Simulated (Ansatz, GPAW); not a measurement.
This is a calculation of InP for GPAW 26.7.0 (ASE script). 

The input run.py:

```python
from ase import Atoms
from ase.dft.bandgap import bandgap
from ase.io import write
from ase.units import GPa
from gpaw import GPAW, PW

atoms = Atoms(['In', 'P'],
              cell=[[0.0, 2.9305, 2.9305],
                    [2.9305, 0.0, 2.9305],
                    [2.9305, 2.9305, 0.0]],
              scaled_positions=[[0.0, 0.0, 0.0],
                                [0.75, 0.75, 0.75]],
              pbc=True)

calc = GPAW(mode=PW(600),
            xc='PBE',
            kpts={'size': (8, 8, 8), 'gamma': True},
            occupations={'name': 'methfessel-paxton', 'order': 0, 'width': 0.016},
            nbands=18,
            convergence={'density': 1e-05, 'energy': 1e-05},
            maxiter=150,
            txt='gpaw.txt')
atoms.calc = calc
energy = atoms.get_potential_energy()
forces = atoms.get_forces()
stress = atoms.get_stress()
calc.write('gs.gpw')
write('result.traj', atoms)
print(f'Energy: {energy:.6f} eV')
print('Forces (eV/A):')
print(forces.round(4))
print('Stress (GPa):', (stress / GPa).round(3))
print('Fermi level:', round(calc.get_fermi_level(), 4), 'eV')
print(f'Gap: {bandgap(calc)[0]:.4f} eV, direct: {bandgap(calc, direct=True)[0]:.4f} eV')
```

Potentials or basis: GPAW PAW data sets (gpaw-data 1.2.1), pw.

The run is started by

```sh
$ OMP_NUM_THREADS=1 python run.py
```

**Question.** Translate it to Ansatz 0.2.0. Potentials or basis there: all-electron LAPW, scalar-relativistic.

**Answer.** As run (cutoffs and basis follow the program's own potentials, and thresholds, step limits or extra output files can differ):

input.yaml

```yaml
crystal:
  lattice:
    - [0.0, 2.9305, 2.9305]
    - [2.9305, 0.0, 2.9305]
    - [2.9305, 2.9305, 0.0]
  atoms:
    - { symbol: In, position: [0.0, 0.0, 0.0] }
    - { symbol: P, position: [0.75, 0.75, 0.75] }
kpoints:
  mp_grid: { grid: [8, 8, 8] }
scf:
  occupations: { method: gaussian, width: 0.016 }
hamiltonian:
  xc: pbe
  pseudopotentials: { kind: all_electron, lapw: { basis_error: 0.001 } }
output:
  forces: true
  stress: true
  eigenvalues: true
```

Potentials or basis: all-electron LAPW, scalar-relativistic.

Launch:

```console
$ ansatz run input.yaml --threads 1 --pin off --max-ram 3072MiB --backend cpu --events-out ev --progress --plain --runs-dir out
```

Both were run:

|  | GPAW | Ansatz |
| --- | --- | --- |
| Pressure | 3.0 GPa | 3.3 GPa |

Where Ansatz's input types no cutoff or centring, it takes its own default and a Γ-centred mesh.

Pressure is positive in compression.
